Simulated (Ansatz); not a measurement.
Li2O:
```xyz
3
Lattice="0.0000 2.2862 2.2862 2.2862 0.0000 2.2862 2.2862 2.2862 0.0000" Properties=species:S:1:pos:R:3 pbc="T T T"
O      0.0000     0.0000     0.0000
Li     1.1431     1.1431     1.1431
Li     3.4293     3.4293     3.4293
```

Relaxed with r²SCAN.

### Question
Decompose the optical modes at the zone centre into irreducible representations, and say which are infrared and Raman allowed.

### Answer
Point group m-3m: Γ_opt = T1u + T2g. Infrared: T1u. Raman: T2g.

### Question
Assign frequencies (DFPT, DFT-r²SCAN in the program Ansatz with PAW potentials; without the LO–TO term).

### Answer
T1u 459, T2g 546 cm⁻¹.

Space group Fm-3m (anti-fluorite). Symmetry was held in the r²SCAN relaxation; phonons on a q-mesh show no instability. The volume moved by -21 % from the start of the relaxation. The volume fell by over 15 % from the filed cell, which may lack light atoms or belong to other conditions.

Potentials: the later of the program's two PAW sets.
